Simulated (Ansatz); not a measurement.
**Pb: equation of state with PBE-PBEsol**

The system is Pb.

```xyz
1
Lattice="-1.9797 1.9797 1.9797 1.9797 -1.9797 1.9797 1.9797 1.9797 -1.9797" Properties=species:S:1:pos:R:3 pbc="T T T"
Pb    0.0000    0.0000    0.0000
```

This isn't the form of Pb at room conditions, which is fcc.

```yaml
Program: Ansatz 0.2.0
Task: equation of state
Functional: PBE-PBEsol
Potentials_or_basis: all-electron LAPW, scalar-relativistic
Basis_error_allowed: 0.0005 eV/atom
k_mesh: 9 × 9 × 9
Occupations: gaussian, width 0.01 eV
Spin: no spin polarisation
```

```yaml
Equilibrium_volume: 32.02 Å³/atom
Bulk_modulus: 41 GPa
Pressure_derivative_of_the_bulk_modulus: 4.4
```

Energy against volume, from the lowest point:
```tsv
volume (Å³/atom)	energy (meV/atom)
29.172	38.31
29.792	22.45
30.413	11.16
31.034	3.89
31.654	0.29
32.275	0.00
32.896	2.65
```

All runs of the series together: 18 s on 1 thread of Intel(R) Xeon(R) 6975P-C (Granite Rapids) (shared host).

The run has no spin-orbit coupling, so splittings on Pb are missing.
